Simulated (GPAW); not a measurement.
# SnTe (Fm-3m) in GPAW: further runs

One crystal, SnTe, is run at these levels: PBEsol, PBEint, r2SCAN; tasks: band structure.

Program: GPAW 26.7.0. These are calculated values, not measurements. Logs are shortened: lines on timing, memory, paths and dates and some standing lists are left out, and cuts for length are marked. The log counts tension as positive stress, the text compression.

**Experimental background.**

From a printed reference work, textbook, for a bulk crystal of SnTe at 300 K: band gap 0.18 eV (direct).

The runs below are set against these values where they give the same quantity.

## Step 1: The crystal as given

It takes space group Fm-3m (No. 225, cubic). The conventional cell has a = 6.302 Å, b = 6.302 Å, c = 6.302 Å, α = 90.00°, β = 90.00°, γ = 90.00°. Te (site symmetry m-3m) is surrounded by 6 Sn at 3.15 Å. Around Sn (site symmetry m-3m) lie 6 Te at 3.15 Å.

## Step 2: Band structure, PBEsol

Contents of run.py:

```python
from ase import Atoms
from ase.dft.bandgap import bandgap
from ase.io import write
from ase.units import GPa
from gpaw import GPAW, PW, setup_paths

setup_paths.insert(0, '.')

atoms = Atoms(['Te', 'Sn'],
              cell=[[0.0, 3.15085, 3.15085],
                    [3.15085, 0.0, 3.15085],
                    [3.15085, 3.15085, 0.0]],
              scaled_positions=[[0.5, 0.5, 0.5],
                                [0.0, 0.0, 0.0]],
              pbc=True)

calc = GPAW(mode=PW(600),
            xc='PBEsol',
            kpts={'size': (7, 7, 7), 'gamma': True},
            occupations={'name': 'fermi-dirac', 'width': 0.05},
            nbands=19,
            convergence={'density': 1e-05, 'energy': 1e-05},
            maxiter=150,
            txt='gpaw.txt')
atoms.calc = calc
energy = atoms.get_potential_energy()
forces = atoms.get_forces()
stress = atoms.get_stress()
calc.write('gs.gpw')
write('result.traj', atoms)
print(f'Energy: {energy:.6f} eV')
print('Forces (eV/A):')
print(forces.round(4))
print('Stress (GPa):', (stress / GPa).round(3))
print('Fermi level:', round(calc.get_fermi_level(), 4), 'eV')
print(f'Gap: {bandgap(calc)[0]:.4f} eV, direct: {bandgap(calc, direct=True)[0]:.4f} eV')

path = atoms.cell.bandpath('GXWKGLUWLK,UX', npoints=80, eps=1e-4)
bs_calc = calc.fixed_density(kpts=path, symmetry='off', nbands=32,
                             convergence={'bands': 'CBM+6.0', 'eigenstates': 1e-6}, txt='bands.txt')
bs = bs_calc.band_structure()
bs.write('bs.json')
print(f'Gap on the path: {bandgap(bs_calc)[0]:.4f} eV')
```

Potentials or basis: PAW data sets generated in the run's folder for this functional, pw.

Started as:

```bash
$ gpaw-setup -f PBEsol Sn Te
$ OMP_NUM_THREADS=1 python run.py
```

gpaw.txt:

```text
__  _  _
 | _ |_)|_||  |
 |__||  | ||/\| - 26.7.0

Input parameters:
  mode=PW(ecut=600.0),
  convergence={'density': 1e-05, 'energy': 1e-05},
  kpts=MonkhorstPack(size=(7, 7, 7), gamma=True),
  maxiter=150,
  nbands=19,
  occupations=Occupations(name='fermi-dirac', width=0.05),
  xc=XC(name='PBEsol')

Diagonalizing LCAO Hamiltonian
Converting LCAO to pw mode

                 Te

       Sn

Atoms  # Å, Bohr magnetons
|   | symbol |        x |        y |        z |    initial magnetic moments |
|---|--------|----------|----------|----------|-----------------------------|
| 0 |     Te | 3.150850 | 3.150850 | 3.150850 | ( 0.0000,  0.0000,  0.0000) |
| 1 |     Sn | 0.000000 | 0.000000 | 0.000000 | ( 0.0000,  0.0000,  0.0000) |

Unit cell  # Å
| periodic |        x |        y |        z |  lengths |    angles |
|----------|----------|----------|----------|----------|-----------|
|      yes | 0.000000 | 3.150850 | 3.150850 | 4.455975 | 60.000000 |
|      yes | 3.150850 | 0.000000 | 3.150850 | 4.455975 | 60.000000 |
|      yes | 3.150850 | 3.150850 | 0.000000 | 4.455975 | 60.000000 |

Number of symmetries: 48
Symmetry operations  # r_c * U_cc + t_c -> r_c
|    | kind |            matrix            |
|----|------|------------------------------|
|  0 |  σ   |  1, 0, 0,  1, 0,-1,  1,-1, 0 |
|  1 |  C2  |  1, 0, 0,  1,-1, 0,  1, 0,-1 |
|  2 |  E   |  1, 0, 0,  0, 1, 0,  0, 0, 1 |
|  3 |  σ   |  1, 0, 0,  0, 0, 1,  0, 1, 0 |
|  4 |  C4  |  1, 0,-1,  1, 0, 0,  1,-1, 0 |
|  5 |  S6  |  1, 0,-1,  1,-1, 0,  1, 0, 0 |
|  6 |  σ   |  1, 0,-1,  0, 1,-1,  0, 0,-1 |
|  7 |  C3  |  1, 0,-1,  0, 0,-1,  0, 1,-1 |
|  8 |  S6  |  1,-1, 0,  1, 0, 0,  1, 0,-1 |
|  9 |  C4  |  1,-1, 0,  1, 0,-1,  1, 0, 0 |
| 10 |  C3  |  1,-1, 0,  0,-1, 1,  0,-1, 0 |
| 11 |  σ   |  1,-1, 0,  0,-1, 0,  0,-1, 1 |
| 12 |  σ   |  0, 1, 0,  1, 0, 0,  0, 0, 1 |
| 13 |  C4  |  0, 1, 0,  0, 1,-1, -1, 1, 0 |
| 14 |  C3  |  0, 1, 0,  0, 0, 1,  1, 0, 0 |
| 15 |  S6  |  0, 1, 0, -1, 1, 0,  0, 1,-1 |
| 16 |  C2  |  0, 1,-1,  1, 0,-1,  0, 0,-1 |
| 17 |  σ   |  0, 1,-1,  0, 1, 0, -1, 1, 0 |
| 18 |  S4  |  0, 1,-1,  0, 0,-1,  1, 0,-1 |
| 19 |  C4  |  0, 1,-1, -1, 1, 0,  0, 1, 0 |
| 20 |  C3  |  0, 0, 1,  1, 0, 0,  0, 1, 0 |
| 21 |  σ   |  0, 0, 1,  0, 1, 0,  1, 0, 0 |
| 22 |  S6  |  0, 0, 1,  0,-1, 1, -1, 0, 1 |
| 23 |  C4  |  0, 0, 1, -1, 0, 1,  0,-1, 1 |
| 24 |  S4  |  0, 0,-1,  1, 0,-1,  0, 1,-1 |
| 25 |  C3  |  0, 0,-1,  0, 1,-1,  1, 0,-1 |
| 26 |  C2  |  0, 0,-1,  0,-1, 0, -1, 0, 0 |
| 27 |  S6  |  0, 0,-1, -1, 0, 0,  0,-1, 0 |
| 28 |  S4  |  0,-1, 1,  1,-1, 0,  0,-1, 0 |
| 29 |  C4  |  0,-1, 1,  0, 0, 1, -1, 0, 1 |
| 30 |  C2  |  0,-1, 1,  0,-1, 0,  1,-1, 0 |
| 31 |  σ   |  0,-1, 1, -1, 0, 1,  0, 0, 1 |
| 32 |  C3  |  0,-1, 0,  1,-1, 0,  0,-1, 1 |
| 33 |  S6  |  0,-1, 0,  0, 0,-1, -1, 0, 0 |
| 34 |  S4  |  0,-1, 0,  0,-1, 1,  1,-1, 0 |
| 35 |  C2  |  0,-1, 0, -1, 0, 0,  0, 0,-1 |
| 36 |  C2  | -1, 1, 0,  0, 1, 0,  0, 1,-1 |
| 37 |  S6  | -1, 1, 0,  0, 1,-1,  0, 1, 0 |
| 38 |  S4  | -1, 1, 0, -1, 0, 1, -1, 0, 0 |
| 39 |  C3  | -1, 1, 0, -1, 0, 0, -1, 0, 1 |
| 40 |  S6  | -1, 0, 1,  0, 0, 1,  0,-1, 1 |
| 41 |  C2  | -1, 0, 1,  0,-1, 1,  0, 0, 1 |
| 42 |  C3  | -1, 0, 1, -1, 1, 0, -1, 0, 0 |
| 43 |  S4  | -1, 0, 1, -1, 0, 0, -1, 1, 0 |
| 44 |  C2  | -1, 0, 0,  0, 0,-1,  0,-1, 0 |
| 45 |  i   | -1, 0, 0,  0,-1, 0,  0, 0,-1 |
| 46 |  σ   | -1, 0, 0, -1, 1, 0, -1, 0, 1 |
| 47 |  C2  | -1, 0, 0, -1, 0, 1, -1, 1, 0 |

BZ-sampling:
  Number of BZ points: 343
  Number of IBZ points: 20

  Monkhorst-Pack size: [7, 7, 7]
  Monkhorst-Pack shift: [0, 0, 0]

K-points  # in reciprocal-cell coordinates
|     |                                coordinates |     weight |
|-----|--------------------------------------------|------------|
|   0 | (  0.00000000,   0.00000000,   0.00000000) | 0.00291545 |
|   1 | (  0.14285714,   0.14285714,   0.00000000) | 0.01749271 |
|   2 | (  0.14285714,   0.14285714,   0.14285714) | 0.02332362 |
|   3 | (  0.28571429,   0.14285714,   0.14285714) | 0.03498542 |
|   4 | (  0.28571429,   0.28571429,   0.00000000) | 0.01749271 |
|   5 | (  0.28571429,   0.28571429,   0.14285714) | 0.06997085 |
|   6 | (  0.28571429,   0.28571429,   0.28571429) | 0.02332362 |
|   7 | (  0.42857143,  -0.28571429,  -0.28571429) | 0.03498542 |
|   8 | (  0.42857143,   0.28571429,  -0.42857143) | 0.13994169 |
|   9 | (  0.42857143,   0.28571429,  -0.28571429) | 0.06997085 |
| ... |                                            |            |
|  19 | (  0.42857143,   0.42857143,   0.42857143) | 0.02332362 |

Plane wave coefficients: 2106
Cutoff: 600.0 eV

Spin-components: 1 (collinear spins)
Bands:           19
Projectors:      11
Spin-degeneracy: 2
Datatype:        complex128

Parallelization:
  kpt:    1
  domain: 1
  band:   1

Density:
  Valence electrons: 20.0
  Components: 1
  Grid points: [27 27 27]
  Charge: 0.0  # |e|

Potential:
  Grid points: [27 27 27]

species:
  Te:
    name:    Tellurium
    Z:       52.0
    valence: 6
    core:    46
    charge:  0.0  # [|e|]
    compensation charges:
      type: gauss
      rc: 0.36  # [Å]
      lmax: 2
    cutoffs:
      filter: 2.09  # [Å]
      core: 3.17  # [Å]
    projectors
    | kind |    occ | energy [eV] | rcut [Å] |
    |------|--------|-------------|----------|
    |   5s |  2.000 |     -15.132 |    1.180 |
    |   5p |  4.000 |      -5.970 |    1.196 |
    |    s |        |      12.080 |    1.180 |
    |    p |        |      21.241 |    1.196 |
    |    d |        |       0.000 |    1.238 |

    Using partial waves for Te as LCAO basis

  Sn:
    name:    Tin
    Z:       50.0
    valence: 14
    core:    36
    charge:  0.0  # [|e|]
    compensation charges:
      type: gauss
      rc: 0.38  # [Å]
      lmax: 2
    cutoffs:
      filter: 2.23  # [Å]
      core: 2.35  # [Å]
    projectors
    | kind |    occ | energy [eV] | rcut [Å] |
    |------|--------|-------------|----------|
    |   5s |  2.000 |     -10.584 |    1.201 |
    |   5p |  2.000 |      -3.711 |    1.270 |
    |   4d | 10.000 |     -25.798 |    1.185 |
    |    s |        |      16.628 |    1.201 |
    |    p |        |      23.501 |    1.270 |
    |    d |        |       1.413 |    1.185 |

    Using partial waves for Sn as LCAO basis

Reference energy: -352647.811924  # eV

eigensolver:
  PPCG
  Converge bands: occupied
  niter=2

density mixing:
  MSR1-Mixer
  Pratt-step length: 0.05
  Maximum mixing coefficient: 0.75
  Old densities: 10
  SVD Regularization: 0.005
  Good broyden scale: 1.0
  Trust region scale: 1.0
  Backstep threshold: 4.0
  History deletion threshold: 6.0
  Fourier metric: weight=20.0, sigma=0.015

occupation numbers:
  Fermi-Dirac:
    width: 0.0500  # eV

poisson solver:
  ecut: 4800.0  # eV

xc functional:
  name: PBEsol with 2 nearest neighbor stencil

convergence criteria:
- Maximum integral of absolute [dens]ity change: 1e-05 electrons / valence electron
- Maximum [total energy] change in last 3 cyles: 1e-05 eV / valence electron
- Maximum integral of absolute [eigenst]ate change: 4e-08 eV^2 / valence electron
maximum number of iterations: 150

SCF iterations
|iter     | |      energy | eigst |  dens |
|---------|-|-------------|-------|-------|
|iter:   1| |   -8.646464 | -0.14 |       |
|iter:   2| |   -8.641238 | -2.32 | -1.51 |
|iter:   3| |   -8.609163 | -2.82 | -1.55 |
|iter:   4| |   -8.608967 | -3.98 | -2.14 |
|iter:   5| |   -8.609023c| -4.94 | -2.67 |
|iter:   6| |   -8.609027c| -6.38 | -3.32 |
|iter:   7| |   -8.609027c| -7.71c| -4.23 |
|iter:   8| |   -8.609027c| -7.89c| -4.82 |
|iter:   9| |   -8.609027c| -8.27c| -5.93c|

Converged in 9 steps
Energy contributions relative to reference atoms: (reference = -352647.811924)

Energy contributions:
  Kinetic:          11.291477
  Coulomb:         -11.769907
  Zero:              0.125837
  External:          0.000000
  Xc:               -8.256398
  Entropy:          -0.000072
  Spinorbit:         0.000000
  ----------------------------
  Free energy:      -8.609063
  Extrapolated:     -8.609027

dipole moment: (-21.420449, -21.420449, -21.420449)  # |e|*Ang

Fermi level: 6.343
Eigenvalues  # (at kpt = [0.000, 0.000, 0.000])
| band index |      eig [eV] | occ [0-2] |
|------------|---------------|-----------|
|          0 |       -15.484 |     2.000 |
|        ... |               |           |
|          2 |       -15.475 |     2.000 |
|          3 |       -15.475 |     2.000 |
|          4 |       -15.475 |     2.000 |
|          5 |        -6.506 |     2.000 |
|          6 |         1.607 |     2.000 |
|          7 |         4.161 |     2.000 |
[... 9 lines left out ...]
|         17 |        13.227 |     0.000 |
|         18 |        13.227 |     0.000 |

Gap: 0.664 eV
Transition (v -> c):
  (s=0, k=19, n=9, [0.43, 0.43, 0.43]) -> (s=0, k=19, n=10, [0.43, 0.43, 0.43])
No difference between direct/indirect transitions

Forces  # eV/Ang
|       x |        y |       z |
|---------|----------|---------|
| 0.00000 |  0.00000 | 0.00000 |  # Te   0
| 0.00000 | -0.00000 | 0.00000 |  # Sn   1

Stress tensor  # eV/Ang^3
|         x |        y |         z |
|-----------|----------|-----------|
|  0.004070 | 0.000000 | -0.000000 |
|  0.000000 | 0.004070 |  0.000000 |
| -0.000000 | 0.000000 |  0.004070 |

# Writing to gs.gpw (mode='')
```

Wall time 65 s (1 thread of Arm Neoverse V2, shared host); peak memory 0.31 GiB.

Results:

```
Free energy             : -8.6091 eV
Pressure                : -0.7 GPa
Band gap along the path : 0.14 eV, indirect (least direct gap 0.15 eV)
```

Levels at the corners of the path, in eV from the Fermi level:
```
point  band 8  band 9  band 10  band 11  band 12  band 13
    Γ   -2.18   -2.18    -2.18     3.29     3.29     3.29
    X   -5.64   -3.79    -3.79     2.07     4.86     4.86
    W   -4.89   -4.89    -0.86     0.78     4.54     4.54
    K   -5.24   -3.30    -2.77     2.98     3.01     4.11
    Γ   -2.18   -2.18    -2.18     3.29     3.29     3.29
    L   -1.84   -1.84    -0.09     0.06     0.31     0.31
    U   -5.24   -3.30    -2.77     2.98     3.01     4.11
    W   -4.89   -4.89    -0.86     0.78     4.54     4.54
    L   -1.84   -1.84    -0.09     0.06     0.31     0.31
    K   -5.24   -3.30    -2.77     2.98     3.01     4.11
    U   -5.24   -3.30    -2.77     2.98     3.01     4.11
    X   -5.64   -3.79    -3.79     2.07     4.86     4.86
```

Caveat: this odd mesh misses L, where the gap lies, so gap, dielectric constants and Born charges aren't listed; spin-orbit coupling is left out, which moves the levels of the heavy elements.

[end of part 1 of 3]
